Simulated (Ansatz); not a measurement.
Density of states of Al2Ru (Fddd, a = 4.701 Å, b = 7.975 Å, c = 8.770 Å, α = 90.00°, β = 90.00°, γ = 90.00°), in states per eV and primitive cell, averaged over bins of 0.4 eV. Theory: DFT PBEsol, scalar-relativistic, plane waves, PAW (Ansatz 0.2.0).

Plane waves to 420 eV, a k mesh through Γ of 10×10×10 on the computed 6-atom cell and Gaussian smearing (0.01 eV); no spin polarisation.

The cell is relaxed at this level. The states (both spins) are summed by tetrahedra on a 15×15×15 mesh at the self-consistent density. Energies are bin centres; the table starts no lower than −8 eV and ends at 6 eV, or lower where the solved bands end.

The gap is 0.08 eV at this level, with the zero inside it.

```
E − E_F (eV) total Ru 4d Al 3p Al 3s Ru 5s
       -7.85   1.44   0.17   0.70   0.44   0.09
       -7.45   1.34   0.21   0.65   0.39   0.06
       -7.05   1.57   0.32   0.71   0.42   0.08
       -6.65   2.45   0.65   0.97   0.73   0.06
       -6.25   1.60   0.52   0.62   0.40   0.04
       -5.85   1.41   0.44   0.61   0.27   0.06
       -5.45   2.38   0.90   0.94   0.38   0.12
       -5.05   2.36   1.01   0.89   0.32   0.11
       -4.65   2.15   0.98   0.80   0.24   0.09
       -4.25   4.03   2.11   1.39   0.35   0.13
       -3.85   4.66   3.00   1.20   0.27   0.12
       -3.45   4.76   3.38   1.05   0.19   0.08
       -3.05   6.06   4.52   1.26   0.13   0.07
       -2.65   7.01   5.31   1.35   0.20   0.04
       -2.25   7.34   5.14   1.82   0.23   0.03
       -1.85   3.79   2.58   0.96   0.15   0.02
       -1.45   5.83   4.37   1.10   0.21   0.03
       -1.05   4.07   2.44   1.32   0.18   0.02
       -0.65   0.26   0.05   0.18   0.01   0.00
       -0.25   0.04   0.00   0.03   0.00   0.00
        0.15   0.72   0.52   0.16   0.02   0.01
        0.55   3.28   1.97   1.04   0.12   0.09
        0.95   2.59   1.26   1.01   0.20   0.06
        1.35   1.88   0.76   0.77   0.22   0.08
        1.75   2.19   0.79   0.77   0.42   0.13
        2.15   2.19   0.72   0.76   0.48   0.14
        2.55   2.58   0.70   0.98   0.55   0.18
        2.95   3.02   0.66   1.15   0.60   0.32
        3.35   3.30   0.63   1.22   0.69   0.37
        3.75   2.99   0.43   1.15   0.59   0.35
        4.15   2.51   0.29   0.98   0.48   0.27
        4.55   1.84   0.21   0.69   0.40   0.22
        4.95   2.82   0.28   1.01   0.75   0.28
        5.35   2.94   0.26   1.11   0.75   0.25
        5.75   2.83   0.23   1.17   0.70   0.18
```

The columns after the total are the main Löwdin projections on the occupied valence shells of the potentials; 1 other is left out. The rest of the total lies in those, in shells that are empty in the free atom, which aren't projected, and between the atoms.

Whether Al2Ru exists in this form wasn't checked.